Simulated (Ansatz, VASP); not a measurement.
# One calculation of Nb3Sn, two programs

```
CELL_PARAMETERS angstrom
5.29018 0.00000 0.00000
0.00000 5.29018 0.00000
0.00000 0.00000 5.29018
ATOMIC_POSITIONS crystal
Sn 0.00000 0.00000 0.00000
Sn 0.50000 0.50000 0.50000
Nb 0.25000 0.00000 0.50000
Nb 0.50000 0.75000 0.00000
Nb 0.75000 0.00000 0.50000
Nb 0.50000 0.25000 0.00000
Nb 0.00000 0.50000 0.75000
Nb 0.00000 0.50000 0.25000
```

Alike in both runs: task relaxation of cell and atoms; functional r2SCAN; k mesh 5 × 5 × 5; occupations fermi-dirac, width 0.05 eV; no spin polarisation.

|  | VASP | Ansatz |
| --- | --- | --- |
| version | VASP 6.6.1 | Ansatz 0.2.0 |
| potentials or method | VASP PAW PBE potentials, release 64 (Sn_d, Nb_sv) | PAW plane waves |
| plane-wave cutoff (eV) | 600 | 500 |
| valence electrons in the cell | 106 | 106 |

```tsv
	VASP	Ansatz	Ansatz less VASP
relaxed volume (Å³/atom)	18.65	18.66	+0.004
relaxed cell length with the largest relative difference (Å)	5.304	5.304	+0.0004
```

Caveats: the PAW data sets were made with another functional, which shifts forces and pressure a little (VASP). Zero-point motion and thermal expansion aren't in these numbers.
